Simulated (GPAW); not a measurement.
## zigzag Co chain, bond 2.3 A: a ladder in all numerical settings together

Two starts of zigzag Co chain, bond 2.3 A are run at each rung of all numerical settings together. Which rung is enough?

Method: PBE; plane waves with GPAW's PAW setups, scalar-relativistic, in GPAW 26.7.0.

### Step 1. The starting structure

The cell holds 2 atoms: 2 Co. Cell: a = 12.000 Å, b = 12.000 Å, c = 2.760 Å, α = 90.0°, β = 90.0°, γ = 90.0°. model lattice. Vacuum lies along a and b. The structure's axis is c.

### Step 2. Rung 1 (280 eV, mesh 1×1×4), start ferro ++

Several settings change at once from rung to rung, from a quick look to a careful run; the headings and inputs name them.

Contents of order1.py:

```python
import json
import numpy as np
from ase import Atoms
from ase.parallel import paropen, parprint
from gpaw import GPAW

atoms = Atoms(['Co', 'Co'],
    cell=[[12.0, 0.0, 0.0],
         [0.0, 12.0, 0.0],
         [0.0, 0.0, 2.76]],
    scaled_positions=[[0.42333333, 0.5, 0.0],
         [0.57666667, 0.5, 0.5]],
    pbc=True,
    magmoms=[2.0, 2.0])
atoms.calc = GPAW(mode={'name': 'pw', 'ecut': 280},
    xc='PBE',
    kpts={'size': (1, 1, 4), 'gamma': True},
    occupations={'name': 'fermi-dirac', 'width': 0.2},
    convergence={'density': 0.0001, 'energy': 1e-05},
    maxiter=200,
    symmetry={'tolerance': 1e-4},
    txt='order1.txt')
e = atoms.get_potential_energy(force_consistent=True)
res = {'free_energy': e, 'energy_sigma0': atoms.get_potential_energy(), 'fermi_energy': atoms.calc.get_fermi_level()}
res['moments'] = atoms.get_magnetic_moments().tolist()
res['total'] = atoms.get_magnetic_moment()
parprint('site moments (muB):', np.round(res['moments'], 3))
parprint(f"total moment: {res['total']:.3f} muB")
parprint(f'free energy: {e:.6f} eV')
atoms.calc.write('order1.gpw')
with paropen('results.json', 'w') as f:
    json.dump(res, f)
```

Run with:

```
OMP_NUM_THREADS=1 python3 order1.py > order1.log
```

Numbers of over 12 decimals in the logs are rounded to 6 here.

Output:

```text
site moments (muB): [1.935 1.935]
total moment: 4.035 muB
free energy: -10.978752 eV

--- order1.txt ---
Input parameters:
  mode=PW(ecut=280),
  convergence={'density': 0.0001, 'energy': 1e-05},
  kpts=MonkhorstPack(size=(1, 1, 4), gamma=True),
  maxiter=200,
  occupations=Occupations(name='fermi-dirac', width=0.2),
  symmetry=Symmetry(tolerance=0.0001),
  xc=XC(name='PBE')

Diagonalizing LCAO Hamiltonian
Converting LCAO to pw mode
        .----------------------------.
       /|                            |
      / |                            |
     /  .----------------------------.
    /  /                            /
   /  /              Co            /
  /  /                            /
 *  /            Co              /
 | /                            /
 |/                            /
 *----------------------------*

Atoms  # Å, Bohr magnetons
|   | symbol |        x |        y |        z |    initial magnetic moments |
|---|--------|----------|----------|----------|-----------------------------|
| 0 |     Co | 5.080000 | 6.000000 | 0.000000 | ( 0.0000,  0.0000,  2.0000) |
| 1 |     Co | 6.920000 | 6.000000 | 1.380000 | ( 0.0000,  0.0000,  2.0000) |

Unit cell  # Å
| periodic |         x |         y |        z |   lengths |    angles |
|----------|-----------|-----------|----------|-----------|-----------|
|      yes | 12.000000 |  0.000000 | 0.000000 | 12.000000 | 90.000000 |
|      yes |  0.000000 | 12.000000 | 0.000000 | 12.000000 | 90.000000 |
|      yes |  0.000000 |  0.000000 | 2.760000 |  2.760000 | 90.000000 |

Number of symmetries: 4

BZ-sampling:
  Number of BZ points: 4
  Number of IBZ points: 3

  Monkhorst-Pack size: [1, 1, 4]
  Monkhorst-Pack shift: [0.0, 0.0, 0.125]

Plane wave coefficients: 4264
Cutoff: 280.0 eV

Spin-components: 2 (collinear spins)
Bands:           18
Projectors:      12
Spin-degeneracy: 1
Datatype:        complex128

Parallelization:
  kpt:    1
  domain: 1
  band:   1

Density:
  Valence electrons: 18.0
  Components: 2
  Grid points: [48 48 12]
  Charge: 0.0  # |e|

Potential:
  Grid points: [48 48 12]

[... setups left out ...]
Reference energy: -75805.419811  # eV

eigensolver:
  PPCG
  Converge bands: occupied
  niter=2

density mixing:
  MSR1-Mixer
  Pratt-step length: 0.05
  Maximum mixing coefficient: 0.75
  Old densities: 10
  SVD Regularization: 0.005
  Good broyden scale: 1.0
  Trust region scale: 1.0
  Backstep threshold: 4.0
  History deletion threshold: 6.0
  Fourier metric: weight=20.0, sigma=0.015

occupation numbers:
  Fermi-Dirac:
    width: 0.2000  # eV

poisson solver:
  ecut: 2240.0  # eV

xc functional:
  name: PBE with 2 nearest neighbor stencil

convergence criteria:
- Maximum integral of absolute [dens]ity change: 0.0001 electrons / valence electron
- Maximum [total energy] change in last 3 cyles: 1e-05 eV / valence electron
- Maximum integral of absolute [eigenst]ate change: 4e-08 eV^2 / valence electron
maximum number of iterations: 200

SCF iterations
|iter     |      energy | eigst |  dens |  magmom |
|---------|-------------|-------|-------|---------|
|iter:   1|       0s |  -12.750250 | -0.09 |       |  +4.0063|
|iter:   2|       0s |  -11.975122 | -1.40 | -0.72 |  +3.9806|
|iter:   3|       1s |  -10.753961 | -0.35 | -0.79 |  +3.7893|
|iter:   4|       1s |  -10.599386 | -1.14 | -1.01 |  +3.8802|
|iter:   5|       2s |  -10.623930 | -1.93 | -1.34 |  +3.9249|
|iter:   6|       2s |  -10.644401 | -2.08 | -1.54 |  +3.9970|
|iter:   7|       3s |  -10.638999 | -2.72 | -1.76 |  +4.0098|
|iter:   8|       3s |  -10.655514 | -3.28 | -2.04 |  +4.0132|
|iter:   9|       3s |  -10.640673 | -3.37 | -1.37 |  +4.0240|
|iter:  10|       4s |  -10.641975 | -4.50 | -2.55 |  +4.0314|
|iter:  11|       4s |  -10.643178 | -4.81 | -2.81 |  +4.0355|
|iter:  12|       5s |  -10.644039 | -5.26 | -3.11 |  +4.0357|
|iter:  13|       5s |  -10.644489 | -5.79 | -3.33 |  +4.0353|
|iter:  14|       6s |  -10.644809 | -6.20 | -3.78 |  +4.0353|
|iter:  15|       6s |  -10.644892 | -7.13 | -3.99 |  +4.0352|
|iter:  16|       7s |  -10.644896c| -7.87c| -4.21c|  +4.0351|

Converged in 16 steps
Energy contributions relative to reference atoms: (reference = -75805.419811)

Energy contributions:
  Kinetic:          22.062108
  Coulomb:         -18.407773
  Zero:              0.865307
  External:          0.000000
  Xc:              -14.830683
  Entropy:          -0.667712
  Spinorbit:         0.000000
  ----------------------------
  Free energy:     -10.978752
  Extrapolated:    -10.644896

dipole moment: (-0.000049, -0.000010, -7.372227)  # |e|*Ang

Total magnetic moment: (0.000000, 0.000000, 4.035130)

Local magnetic moments
|        x |        y |        z |
|----------|----------|----------|
| 0.000000 | 0.000000 | 1.934559 |  # Co   0
| 0.000000 | 0.000000 | 1.934551 |  # Co   1

Fermi level: -3.162
Eigenvalues  # (at kpt = [0.000, 0.000, 0.000])
| band index |      eig [eV] | occ [0-1] |      eig [eV] | occ [0-1] |
|------------|---------------|-----------|---------------|-----------|
|          0 |        -7.889 |     1.000 |        -7.625 |     1.000 |
|          1 |        -7.084 |     1.000 |        -5.724 |     1.000 |
|          2 |        -6.125 |     1.000 |        -4.384 |     0.998 |
|          3 |        -5.903 |     1.000 |        -4.252 |     0.996 |
|          4 |        -5.599 |     1.000 |        -4.090 |     0.990 |
|          5 |        -5.131 |     1.000 |        -3.124 |     0.452 |
|          6 |        -5.122 |     1.000 |        -3.096 |     0.419 |
|          7 |        -5.089 |     1.000 |        -3.085 |     0.405 |
|          8 |        -4.939 |     1.000 |        -3.021 |     0.330 |
|          9 |        -4.676 |     0.999 |        -3.001 |     0.309 |
|         10 |        -4.018 |     0.986 |        -2.541 |     0.043 |
|         11 |        -3.875 |     0.972 |        -2.104 |     0.005 |
|         12 |        -2.065 |     0.004 |        -1.856 |     0.001 |
|         13 |        -1.054 |     0.000 |        -0.768 |     0.000 |
|         14 |         0.622 |     0.000 |         0.684 |     0.000 |
|         15 |         0.648 |     0.000 |         0.915 |     0.000 |
|        ... |               |           |               |           |
|         17 |         1.501 |     0.000 |         1.553 |     0.000 |

No gap
No difference between direct/indirect transitions
```

Elapsed: 9.6 s, on 1 MPI rank of Intel Xeon 6975P-C (Granite Rapids), shared host; peak memory 0.2 GiB.

Read from the output:

```yaml
magnetization: 4.035 μB
final_state: ferromagnetic
largest_moment: 1.935 μB
```

After 16 cycles the largest moment stands at 1.93 μB.

### Step 3. Rung 1 (280 eV, mesh 1×1×4), start antiferro +-

The second start gives the energy difference between the two end states, the quantity that is followed up the ladder.

order2.py is the script of step 2 with these lines changed:

```diff
@@ -13,3 +13,3 @@
     pbc=True,
-    magmoms=[2.0, 2.0])
+    magmoms=[2.0, -2.0])
 atoms.calc = GPAW(mode={'name': 'pw', 'ecut': 280},
@@ -21,3 +21,3 @@
     symmetry={'tolerance': 1e-4},
-    txt='order1.txt')
+    txt='order2.txt')
 e = atoms.get_potential_energy(force_consistent=True)
@@ -29,3 +29,3 @@
 parprint(f'free energy: {e:.6f} eV')
-atoms.calc.write('order1.gpw')
+atoms.calc.write('order2.gpw')
 with paropen('results.json', 'w') as f:
```

Run with:

```
OMP_NUM_THREADS=1 python3 order2.py > order2.log
```

Output:

```text
site moments (muB): [ 1.514 -1.514]
total moment: -0.000 muB
free energy: -10.365478 eV

--- order2.txt ---
Input parameters:
  mode=PW(ecut=280),
  convergence={'density': 0.0001, 'energy': 1e-05},
  kpts=MonkhorstPack(size=(1, 1, 4), gamma=True),
  maxiter=200,
  occupations=Occupations(name='fermi-dirac', width=0.2),
  symmetry=Symmetry(tolerance=0.0001),
  xc=XC(name='PBE')

Diagonalizing LCAO Hamiltonian
Converting LCAO to pw mode
        .----------------------------.
       /|                            |
      / |                            |
     /  .----------------------------.
    /  /                            /
   /  /              Co            /
  /  /                            /
 *  /            Co              /
 | /                            /
 |/                            /
 *----------------------------*

Atoms  # Å, Bohr magnetons
|   | symbol |        x |        y |        z |    initial magnetic moments |
|---|--------|----------|----------|----------|-----------------------------|
| 0 |     Co | 5.080000 | 6.000000 | 0.000000 | ( 0.0000,  0.0000,  2.0000) |
| 1 |     Co | 6.920000 | 6.000000 | 1.380000 | ( 0.0000,  0.0000, -2.0000) |

Number of symmetries: 4

BZ-sampling:
  Number of BZ points: 4
  Number of IBZ points: 3

  Monkhorst-Pack size: [1, 1, 4]
  Monkhorst-Pack shift: [0.0, 0.0, 0.125]

Plane wave coefficients: 4264
Cutoff: 280.0 eV

Spin-components: 2 (collinear spins)
Bands:           15
Projectors:      12
Spin-degeneracy: 1
Datatype:        complex128

Parallelization:
  kpt:    1
  domain: 1
  band:   1

Density:
  Valence electrons: 18.0
  Components: 2
[...]
|iter:  20|       7s |   -9.877853 | -6.08 | -3.49 |  -0.0000|
|iter:  21|       8s |   -9.879325 | -5.78 | -3.86 |  -0.0000|
|iter:  22|       8s |   -9.879196 | -7.37 | -4.10c|  -0.0000|
|iter:  23|       9s |   -9.879138 | -7.63c| -4.32c|  -0.0000|
|iter:  24|       9s |   -9.879120c| -8.11c| -4.60c|  -0.0000|

Converged in 24 steps
Energy contributions relative to reference atoms: (reference = -75805.419811)

Energy contributions:
  Kinetic:          23.213470
  Coulomb:         -19.072716
  Zero:              0.859708
  External:          0.000000
  Xc:              -14.393225
  Entropy:          -0.972716
  Spinorbit:         0.000000
  ----------------------------
  Free energy:     -10.365478
  Extrapolated:     -9.879120

dipole moment: (-0.000009, -0.000010, -7.368697)  # |e|*Ang

Total magnetic moment: (0.000000, 0.000000, -0.000007)

Local magnetic moments
|        x |        y |         z |
|----------|----------|-----------|
| 0.000000 | 0.000000 |  1.514203 |  # Co   0
| 0.000000 | 0.000000 | -1.514203 |  # Co   1

Fermi level: -3.269
Eigenvalues  # (at kpt = [0.000, 0.000, 0.000])
| band index |      eig [eV] | occ [0-1] |      eig [eV] | occ [0-1] |
|------------|---------------|-----------|---------------|-----------|
|          0 |        -7.692 |     1.000 |        -7.692 |     1.000 |
|          1 |        -6.356 |     1.000 |        -6.356 |     1.000 |
|          2 |        -5.449 |     1.000 |        -5.449 |     1.000 |
|          3 |        -5.333 |     1.000 |        -5.333 |     1.000 |
|          4 |        -5.156 |     1.000 |        -5.156 |     1.000 |
[...]
|         11 |        -2.673 |     0.048 |        -2.673 |     0.048 |
|         12 |        -1.965 |     0.001 |        -1.965 |     0.001 |
|         13 |        -0.844 |     0.000 |        -0.844 |     0.000 |
|         14 |         0.785 |     0.000 |         0.785 |     0.000 |

No gap
No difference between direct/indirect transitions
```

It took 12 s on 1 MPI rank; peak memory 0.2 GiB.

Numbers from this step:

| Property | Result |
| --- | --- |
| magnetization | 0 μB |
| final state | antiferromagnetic |
| largest moment | 1.514 μB |

This start lies +306.6 meV a seeded atom from the first; its largest moment is 1.51 μB.

### Step 4. Rung 2 (380 eV, mesh 1×1×6), start ferro ++

order1.py is the script of step 2 with these lines changed:

```diff
@@ -14,6 +14,6 @@
     magmoms=[2.0, 2.0])
-atoms.calc = GPAW(mode={'name': 'pw', 'ecut': 280},
+atoms.calc = GPAW(mode={'name': 'pw', 'ecut': 380},
     xc='PBE',
-    kpts={'size': (1, 1, 4), 'gamma': True},
-    occupations={'name': 'fermi-dirac', 'width': 0.2},
+    kpts={'size': (1, 1, 6), 'gamma': True},
+    occupations={'name': 'fermi-dirac', 'width': 0.15},
     convergence={'density': 0.0001, 'energy': 1e-05},
```

Run with:

```
OMP_NUM_THREADS=1 python3 order1.py > order1.log
```

Output:

```text
site moments (muB): [2.052 2.052]
total moment: 4.490 muB
free energy: -11.025227 eV

--- order1.txt ---
Input parameters:
  mode=PW(ecut=380),
  convergence={'density': 0.0001, 'energy': 1e-05},
  kpts=MonkhorstPack(size=(1, 1, 6), gamma=True),
  maxiter=200,
  occupations=Occupations(name='fermi-dirac', width=0.15),
  symmetry=Symmetry(tolerance=0.0001),
  xc=XC(name='PBE')

Diagonalizing LCAO Hamiltonian
[...]
|          4 |        -5.781 |     1.000 |        -4.232 |     0.998 |
[...]
|         13 |        -1.161 |     0.000 |        -0.643 |     0.000 |
|         14 |         0.547 |     0.000 |         0.765 |     0.000 |
|         15 |         0.669 |     0.000 |         0.988 |     0.000 |
|        ... |               |           |               |           |
|         17 |         1.492 |     0.000 |         1.667 |     0.000 |

No gap
No difference between direct/indirect transitions


[key lines of the parts left out:]
Free energy:     -11.025227
Converged in 21 steps
dipole moment: (-0.000011, -0.000010, -7.385267)  # |e|*Ang
Fermi level: -3.296
```

It took 20 s on 1 MPI rank; peak memory 0.25 GiB.

This step gave:

```yaml
magnetization: 4.490 μB
final_state: ferromagnetic
largest_moment: 2.052 μB
```

The largest moment moves by +0.12 μB from rung 1, at 2.1 times its CPU time.

### Step 5. Rung 2 (380 eV, mesh 1×1×6), start antiferro +-

order2.py is the script of step 3 with these lines changed:

```diff
@@ -14,6 +14,6 @@
     magmoms=[2.0, -2.0])
-atoms.calc = GPAW(mode={'name': 'pw', 'ecut': 280},
+atoms.calc = GPAW(mode={'name': 'pw', 'ecut': 380},
     xc='PBE',
-    kpts={'size': (1, 1, 4), 'gamma': True},
-    occupations={'name': 'fermi-dirac', 'width': 0.2},
+    kpts={'size': (1, 1, 6), 'gamma': True},
+    occupations={'name': 'fermi-dirac', 'width': 0.15},
     convergence={'density': 0.0001, 'energy': 1e-05},
```

Run with:

```
OMP_NUM_THREADS=1 python3 order2.py > order2.log
```

Output:

```text
site moments (muB): [ 1.655 -1.655]
total moment: -0.000 muB
free energy: -10.316887 eV

--- order2.txt ---
Input parameters:
  mode=PW(ecut=380),
  convergence={'density': 0.0001, 'energy': 1e-05},
  kpts=MonkhorstPack(size=(1, 1, 6), gamma=True),
  maxiter=200,
  occupations=Occupations(name='fermi-dirac', width=0.15),
  symmetry=Symmetry(tolerance=0.0001),
  xc=XC(name='PBE')

Diagonalizing LCAO Hamiltonian
[...]
|          3 |        -5.300 |     1.000 |        -5.300 |     1.000 |
|          4 |        -5.189 |     1.000 |        -5.189 |     1.000 |
[...]
|         11 |        -2.634 |     0.024 |        -2.634 |     0.024 |
|         12 |        -1.947 |     0.000 |        -1.947 |     0.000 |
|         13 |        -0.804 |     0.000 |        -0.804 |     0.000 |
|         14 |         0.806 |     0.000 |         0.806 |     0.000 |

No gap
No difference between direct/indirect transitions


[key lines of the parts left out:]
Free energy:     -10.316887
Converged in 25 steps
dipole moment: (-0.000009, -0.000010, -7.371582)  # |e|*Ang
Fermi level: -3.187
```

Wall time 19 s (1 MPI rank); peak memory 0.25 GiB.

Read from the output:

```yaml
magnetization: 0 μB
final_state: antiferromagnetic
largest_moment: 1.655 μB
```

This start lies +354.2 meV a seeded atom from the first, a change of +47.5 meV since rung 1; its largest moment is 1.66 μB.

### Step 6. Rung 3 (500 eV, mesh 1×1×8), start ferro ++

order1.py is the script of step 4 with these lines changed:

```diff
@@ -14,6 +14,6 @@
     magmoms=[2.0, 2.0])
-atoms.calc = GPAW(mode={'name': 'pw', 'ecut': 380},
+atoms.calc = GPAW(mode={'name': 'pw', 'ecut': 500},
     xc='PBE',
-    kpts={'size': (1, 1, 6), 'gamma': True},
-    occupations={'name': 'fermi-dirac', 'width': 0.15},
+    kpts={'size': (1, 1, 8), 'gamma': True},
+    occupations={'name': 'fermi-dirac', 'width': 0.1},
     convergence={'density': 0.0001, 'energy': 1e-05},
```

Run with:

```
OMP_NUM_THREADS=1 python3 order1.py > order1.log
```

Output:

```text
site moments (muB): [2.061 2.061]
total moment: 4.496 muB
free energy: -11.425750 eV

--- order1.txt ---
Input parameters:
  mode=PW(ecut=500),
  convergence={'density': 0.0001, 'energy': 1e-05},
  kpts=MonkhorstPack(size=(1, 1, 8), gamma=True),
  maxiter=200,
  occupations=Occupations(name='fermi-dirac', width=0.1),
  symmetry=Symmetry(tolerance=0.0001),
  xc=XC(name='PBE')

Diagonalizing LCAO Hamiltonian
[...]
|          3 |        -6.126 |     1.000 |        -4.369 |     1.000 |
|          4 |        -5.670 |     1.000 |        -4.230 |     1.000 |
[...]
|         14 |         0.564 |     0.000 |         0.804 |     0.000 |
|         15 |         0.703 |     0.000 |         1.002 |     0.000 |
|         16 |         1.328 |     0.000 |         1.515 |     0.000 |
|         17 |         1.489 |     0.000 |         1.693 |     0.000 |

No gap
No difference between direct/indirect transitions


[key lines of the parts left out:]
Free energy:     -11.425750
Converged in 18 steps
dipole moment: (-0.000002, -0.000010, -7.379512)  # |e|*Ang
Fermi level: -3.250
```

Run time: 28 s. Hardware: 1 MPI rank; peak memory 0.32 GiB.

This step gave:

| Quantity | Value |
| --- | --- |
| magnetization | 4.496 μB |
| final state | ferromagnetic |
| largest moment | 2.061 μB |

The largest moment moves by +0.01 μB from rung 2, at 1.4 times its CPU time.

[end of part 1 of 2]

[Logs and program files are shortened in this print: banners, set-up blocks, solver, clock and traceback lines can be left out without a mark of their own.]

[Logs are printed without paths, hosts, clocks, repeated set-up lines and the standing remarks that a program may print on its own settings, such as how far it seeks lower states.]

[Hosts, paths, dates, database ids (printed as entryN), source tags and the programs' standing remarks are cut or masked in the printed files.]

[Where a cell is said to come from a database of computed structures, the database is the Materials Project.]
